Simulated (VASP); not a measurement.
A run of VASP 6.6.1 is set up as follows.

The input INCAR:

```
ALGO = Normal ; EDIFF = 1E-7
EDIFFG = -0.002 ; ENCUT = 520
GGA = PE ; IBRION = 2
ISIF = 3 ; ISMEAR = 0
IVDW = 12 ; LASPH = T
LCHARG = F ; LREAL = F
LWAVE = F ; NELM = 100
NSW = 80 ; PREC = Accurate
PSTRESS = 1125.0 ; SIGMA = 0.1
```

File KPOINTS:

```
k-points
0
Gamma
  16 16 16
```

POSCAR

```
CdO                                     
1.0
    0.0000000000      2.1589808036      2.1589808036
    2.1589808036      0.0000000000      2.1589808036
    2.1589808036      2.1589808036      0.0000000000
  Cd              O             
     1     1
Direct
     0.0000000000000000    0.0000000000000000    0.0000000000000000
     0.5000000000000000    0.5000000000000000    0.5000000000000000
```

Potentials or basis: VASP PAW PBE potentials, release 64 (Cd, O).

Command:

```console
$ cat potpaw_PBE.64/Cd/POTCAR potpaw_PBE.64/O/POTCAR > POTCAR
$ mpirun -np 1 vasp_std > vasp.out
```

(1) Estimate the relaxed cell.

(2) What does it give for the relaxed volume?

(3) What does it give for the band gap on the k mesh?

(4) Predict the space group after relaxing (to 0.05 Å).

## Answers

(1) a = 2.980 Å, b = 2.980 Å, c = 2.980 Å, α = 60.00°, β = 60.00°, γ = 60.00°.

(2) 9.36 Å³/atom.

(3) 0.28 eV, indirect (least direct gap 3.38 eV).

(4) Fm-3m (No. 225).

Caveat: the cell is relaxed towards a set pressure, so the enthalpy falls and the energy may rise.
